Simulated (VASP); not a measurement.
# AlN (P6_3mc) in VASP: notebook, part 2 of 2

VASP 6.6.1. The steps go on from the part before.

## 3. Single point, r2SCAN (hydrostatic strain +4.5%)

Contents of POSCAR:

```
AlN
1.0
    3.2452523040      0.0000000000      0.0000000000
   -1.6226261520      2.8104709369      0.0000000000
    0.0000000000      0.0000000000      5.2006367363
Al N
2 2
Direct
    0.3333333333      0.6666666667     -0.0028056834
    0.6666666667      0.3333333333      0.4971943166
    0.3333333333      0.6666666667      0.3778056834
    0.6666666667      0.3333333333      0.8778056834
```

Contents of INCAR.step1:

```
ALGO = Normal
EDIFF = 1E-4
ENCUT = 520
GGA = PE
ISMEAR = 0
LASPH = T
LCHARG = F
LREAL = F
LWAVE = T
NBANDS = 16
NELM = 60
PREC = Accurate
SIGMA = 0.01
```

Contents of INCAR.step2:

```
ALGO = Normal
EDIFF = 1E-6
ENCUT = 520
ISIF = 2
ISMEAR = 0
ISTART = 1
LASPH = T
LCHARG = T
LELF = T
LMIXTAU = T
LREAL = F
LVHAR = T
LWAVE = F
METAGGA = R2SCAN
NBANDS = 16
NELM = 60
PREC = Accurate
SIGMA = 0.01
```

Contents of KPOINTS:

```
k-points
0
Gamma
  12 12 6
```

Potentials or basis: VASP PAW PBE potentials, release 64 (Al, N).

Command:

```sh
> cat potpaw_PBE.64/Al/POTCAR potpaw_PBE.64/N/POTCAR > POTCAR
> cp INCAR.step1 INCAR
> mpirun -np 1 vasp_std > vasp.out
> cp INCAR.step2 INCAR
> mpirun -np 1 vasp_std > vasp.out
```

OUTCAR:

```text
EDIFF = 1E-6
   ENCUT = 520
   ISIF = 2
   ISMEAR = 0
   ISTART = 1
   LASPH = T
   LREAL = F
   METAGGA = R2SCAN
   NELM = 60
   PREC = Accurate

 ion  position               nearest neighbor table
   1  0.333  0.667  0.997-   4 1.97   4 1.97   4 1.97   3 1.98   2 3.21   2 3.21   2 3.21   2 3.21
                             2 3.21   2 3.21
   2  0.667  0.333  0.497-   3 1.97   3 1.97   3 1.97   4 1.98   1 3.21   1 3.21   1 3.21   1 3.21
                             1 3.21   1 3.21
   3  0.333  0.667  0.378-   2 1.97   2 1.97   2 1.97   1 1.98
   4  0.667  0.333  0.878-   1 1.97   1 1.97   1 1.97   2 1.98

  LATTYP: Found a hexagonal cell.
 ALAT       =     3.2452523040
 C/A-ratio  =     1.6025369522

  Lattice vectors:

 A1 = (   3.2452523040,   0.0000000000,   0.0000000000)
 A2 = (  -1.6226261520,   2.8104709369,   0.0000000000)
 A3 = (   0.0000000000,   0.0000000000,   5.2006367363)

Analysis of symmetry for initial positions (statically):
=====================================================================
 Subroutine PRICEL returns:
 Original cell was already a primitive cell.

 Routine SETGRP: Setting up the symmetry group for a
 hexagonal supercell.

 Subroutine GETGRP returns: Found 12 space group operations
 (whereof  6 operations were pure point group operations)
 out of a pool of 24 trial point group operations.

The static configuration has the point symmetry C_3v.
 The point group associated with its full space group is C_6v.

Analysis of symmetry for dynamics (positions and initial velocities):
=====================================================================
 Subroutine PRICEL returns:
 Original cell was already a primitive cell.

 Routine SETGRP: Setting up the symmetry group for a
 hexagonal supercell.

 Subroutine GETGRP returns: Found 12 space group operations
 (whereof  6 operations were pure point group operations)
 out of a pool of 24 trial point group operations.

The dynamic configuration has the point symmetry C_3v.
 The point group associated with its full space group is C_6v.

 Subroutine INISYM returns: Found 12 space group operations
 (whereof  6 operations are pure point group operations),
 and found     1 'primitive' translations

----------------------------------------------------------------------------------------

                                     Primitive cell

  volume of cell :      47.4334

  direct lattice vectors                    reciprocal lattice vectors
     3.245252304  0.000000000  0.000000000     0.308142451  0.177906127  0.000000000
    -1.622626152  2.810470937  0.000000000     0.000000000  0.355812254  0.000000000
     0.000000000  0.000000000  5.200636736     0.000000000  0.000000000  0.192284147

  length of vectors
     3.245252304  3.245252304  5.200636736     0.355812254  0.355812254  0.192284147

  position of ions in fractional coordinates (direct lattice)
     0.333333333  0.666666667  0.997194317
     0.666666667  0.333333333  0.497194317
     0.333333333  0.666666667  0.377805683
     0.666666667  0.333333333  0.877805683

  ion indices of the primitive-cell ions
   primitive index   ion index
                 1           1
[... 31 lines left out ...]
            Coordinates               Weight
  0.000000  0.000000  0.000000      1.000000
  0.083333 -0.000000  0.000000      6.000000
  0.166667  0.000000  0.000000      6.000000
  0.250000 -0.000000  0.000000      6.000000
  0.333333 -0.000000  0.000000      6.000000
  0.416667 -0.000000  0.000000      6.000000
[... 16 lines left out ...]
  0.250000 -0.000000  0.166667     12.000000
  0.333333 -0.000000  0.166667     12.000000
 [... further k-points ...]
   k-points           NKPTS =     76   k-points in BZ     NKDIM =     76   number of bands    NBANDS=     16
   number of dos      NEDOS =    301   number of ions     NIONS =      4
   total plane-waves  NPLWV =  23040
   dimension x,y,z NGX =    24 NGY =   24 NGZ =   40
   dimension x,y,z NGXF=    48 NGYF=   48 NGZF=   80
   ions per type =               2   2
   NGX,Y,Z   is equivalent  to a cutoff of  12.29, 12.29, 12.79 a.u.
   NGXF,Y,Z  is equivalent  to a cutoff of  24.59, 24.59, 25.57 a.u.
 SYSTEM =  unknown system
   PREC   = accura    normal or accurate (medium, high low for compatibility)
   ISTART =      1    job   : 0-new  1-cont  2-samecut
   ICHARG =      0    charge: 1-file 2-atom 10-const
   ISPIN  =      1    spin polarized calculation?
   LNONCOLLINEAR =      F non collinear calculations
   LSORBIT =      F    spin-orbit coupling
   LASPH  =      T    aspherical Exc in radial PAW
   ENCUT  =  520.0 eV  38.22 Ry    6.18 a.u.   6.03  6.03  9.67*2*pi/ulx,y,z
   NELM   =     60;   NELMIN=  2; NELMDL=  0     # of ELM steps
   EDIFF  = 0.1E-05   stopping-criterion for ELM
   LREAL  =      F    real-space projection
   EDIFFG = 0.1E-04   stopping-criterion for IOM
   NSW    =      0    number of steps for IOM
   IBRION =     -1    ionic relax: 0-MD 1-quasi-New 2-CG
   NFREE  =      0    steps in history (QN), initial steepest desc. (CG)
   ISIF   =      2    stress and relaxation
   ISYM   =      2    0-nonsym 1-usesym 2-fastsym
   POTIM  = 0.5000    time-step for ionic-motion
   TEBEG  =    0.0;   TEEND  =   0.0 temperature during run
   PSTRESS=    0.0 pullay stress
   NELECT =      16.0000    total number of electrons
   NUPDOWN=      -1.0000    fix difference up-down
   EMIN   =  10.00;   EMAX   =-10.00  energy-range for DOS
   EFERMI =   0.00;   METHOD = LEGACY
   ISMEAR =     0;   SIGMA  =   0.01  broadening in eV -4-tet -1-fermi 0-gaus
   EFERMI_NEDOS =   21; number of points for ismear=-14 and -15
   IALGO  =     38    algorithm
   IMIX   =      4    mixing-type and parameters
     AMIX     =   0.40;   BMIX     =  1.00
     AMIX_MAG =   1.60;   BMIX_MAG =  1.00
  volume/ion in A,a.u.               =      11.86        80.02
  Fermi-wavevector in a.u.,A,eV,Ry     =   1.139603  2.153537 17.669808  1.298694
  Thomas-Fermi vector in A             =   2.276306
   LORBIT       =      0    0 simple, 1 ext, 2 COOP (PROOUT), +10 PAW based schemes
   METAGGA = R2SCAN    functional components
   LHFCALC =     F    Hartree Fock is set to
   AEXX    =    0.0000 exact exchange contribution
   IVDW    =     0    specifies the selected vdW correction
   LEPSILON=     F    determine dielectric tensor
   LRPA    =     F    only Hartree local field effects (RPA)
 non-spin polarized calculation
 Gauss-broadening in eV      SIGMA  =   0.01
  energy-cutoff  :      520.00
  volume of cell :       47.43
 maximum number of plane-waves:      1302
   NGX = 13   NGY = 13   NGZ = 19

 number of electron      16.0000003 magnetization

 Free energy of the ion-electron system (eV)
  ---------------------------------------------------
  ext. energy  EPLUGINS =         0.00000000
  ---------------------------------------------------
  free energy    TOTEN  =       -38.01384734 eV

  energy without entropy =      -38.01384734  energy(sigma->0) =      -38.01384734

 E-fermi :   4.8220     XC(G=0): -10.8362

 val. band max:        4.7212356692   @ k =   0.0000   0.0000   0.0000
 cond. band min:       8.4863666371   @ k =   0.0000   0.0000   0.0000
 fundamental gap:      3.7651309679
 Fermi energy:         4.8219647225

 k-point     1 :       0.0000    0.0000    0.0000
  band No.  band energies     occupation
      1     -10.4925      2.00000
      2      -8.7482      2.00000
      3      -0.7706      2.00000
      4       3.9213      2.00000
      5       3.9213      2.00000
      6       4.5495      2.00000
[... 433 lines left out ...]
      3       0.1810      2.00000
      4       1.0360      2.00000
      5       1.6368      2.00000
      6       3.0821      2.00000
[... 8 lines left out ...]
     15      16.9186      0.00000
     16      18.8035      0.00000

 [... further k-points ...]

------------------------ aborting loop because EDIFF is reached ----------------------------------------

  FORCE on cell =-STRESS in cart. coord.  units (eV):
  Direction    XX          YY          ZZ          XY          YZ          ZX
  --------------------------------------------------------------------------------------
  -------------------------------------------------------------------------------------
  Total       -6.6218298     -6.6218298     -6.1222352      0.0000000     -0.0000000      0.0000000
  in kB     -223.6683384   -223.6683384   -206.7933212      0.0000000     -0.0000000      0.0000000
  external PRESSURE =    -218.0433326 kB  Pullay stress =       0.0000000 kB

 VOLUME and BASIS-vectors are now :
 -----------------------------------------------------------------------------
  energy-cutoff  :      520.00
  volume of cell :       47.43
      direct lattice vectors                 reciprocal lattice vectors
     3.245252304  0.000000000  0.000000000     0.308142451  0.177906127  0.000000000
    -1.622626152  2.810470937  0.000000000     0.000000000  0.355812254  0.000000000
     0.000000000  0.000000000  5.200636736     0.000000000  0.000000000  0.192284147

 POSITION                                       TOTAL-FORCE (eV/Angst)
 -----------------------------------------------------------------------------------
     -0.00000      1.87365      5.18605        -0.000000     -0.000000      0.001132
      1.62263      0.93682      2.58573         0.000000      0.000000      0.001132
     -0.00000      1.87365      1.96483         0.000000     -0.000000     -0.001132
      1.62263      0.93682      4.56515         0.000000     -0.000000     -0.001132
 -----------------------------------------------------------------------------------
    total drift:                                0.000000      0.000000      0.006416

  FREE ENERGIE OF THE ION-ELECTRON SYSTEM (eV)
  ---------------------------------------------------
  free  energy   TOTEN  =       -38.0138473385 eV

  energy  without entropy=      -38.0138473385  energy(sigma->0) =      -38.01384734
```

It took 98 s on 1 thread of Intel Xeon Platinum 8488C (Sapphire Rapids), shared host; peak memory 0.19 GiB.

What came out:

- Free energy: -38.0138 eV
- Pressure: -21.8 GPa
- Band gap on the k mesh: 3.77 eV, direct

Stress tensor (GPa, compression positive):
```
-22.37   0.00   0.00
  0.00 -22.37   0.00
  0.00   0.00 -20.68
```

Levels at points of the mesh, in eV from the valence-band top:
| k point | band 4 | band 5 | band 6 | band 7 | band 8 | band 9 | band 10 | band 11 | band 12 | band 13 |
| --- | --- | --- | --- | --- | --- | --- | --- | --- | --- | --- |
| (0.00, 0.00, 0.00) | -0.80 | -0.80 | -0.17 | -0.17 | 0.00 | 3.77 | 6.39 | 10.53 | 11.09 | 11.09 |
| (0.50, 0.00, 0.00) | -3.91 | -3.08 | -1.94 | -1.58 | -0.65 | 6.08 | 6.13 | 7.90 | 10.28 | 10.95 |
| (0.00, 0.00, 0.50) | -3.15 | -0.49 | -0.49 | -0.49 | -0.49 | 6.10 | 6.10 | 10.23 | 10.23 | 11.39 |
| (0.50, 0.00, 0.50) | -5.16 | -1.36 | -1.36 | -1.27 | -1.27 | 5.52 | 5.52 | 9.31 | 9.31 | 11.45 |

Caveat: so large a pressure means that the cell lies far from this level's equilibrium, or that cutoff or potentials fall short; the potentials were made for another functional, which shifts forces and pressure. A k mesh can miss the band edges.
